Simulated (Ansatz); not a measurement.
# ZnO: the cost of one run

Program: Ansatz 0.2.0. Level of theory: DFT PBEsol, scalar-relativistic, plane waves, PAW. These are calculated values, not measurements.

1 further run of the same task is left out (it didn't finish).

## 1. Starting point

The structure is hexagonal, space group P6_3mc (No. 186). The conventional cell has a = 3.249 Å, b = 3.249 Å, c = 5.204 Å, α = 90.00°, β = 90.00°, γ = 120.00°. Zn (site symmetry 3m) is surrounded by 4 O at 1.97 to 1.99 Å. O (site symmetry 3m) has 4 Zn at 1.97 to 1.99 Å as nearest neighbours.

As a file:

```
CELL_PARAMETERS angstrom
3.24940 0.00000 0.00000
-1.62470 2.81406 0.00000
0.00000 0.00000 5.20380
ATOMIC_POSITIONS crystal
Zn 0.33333 0.66667 0.00000
Zn 0.66667 0.33333 0.50000
O 0.33333 0.66667 0.38210
O 0.66667 0.33333 0.88210
```

The structure comes from the Crystallography Open Database.

(A quick probe on a coarse mesh, which set the mesh and smearing, is not shown.)

## 3. The relaxation

File input.yaml:

```yaml
crystal:
  lattice:
    - [3.2493987239, 0.0, 0.0]
    - [-1.6246993619, 2.8140618419, 0.0]
    - [0.0, 0.0, 5.2038]
  atoms:
    - { symbol: Zn, position: [0.3333333333, 0.6666666667, 0.0] }
    - { symbol: Zn, position: [0.6666666667, 0.3333333333, 0.5] }
    - { symbol: O, position: [0.3333333333, 0.6666666667, 0.3821] }
    - { symbol: O, position: [0.6666666667, 0.3333333333, 0.8821] }
basis:
  ecutwfc: 420
kpoints:
  mp_grid: { grid: [12, 12, 6] }
hamiltonian:
  xc: pbesol
scf:
  occupations: { method: gaussian, width: 0.02 }
output:
  forces: true
  stress: true
  eigenvalues: true
relax:
  adjacent_minimum: "off"
  f_tol: 0.005
  max_steps: 80
  cell: { stress_tol: 0.05 }
```

On the command line:

```
$ ansatz run input.yaml --threads 2 --pin off --max-ram 5120MiB --backend cpu --events-out ev --progress --plain --runs-dir out
```

**Question.** How long does this run take on 2 threads of Arm Neoverse V1, shared host, and how much memory does it need?

About 37 s, with a peak of 0.39 GiB.
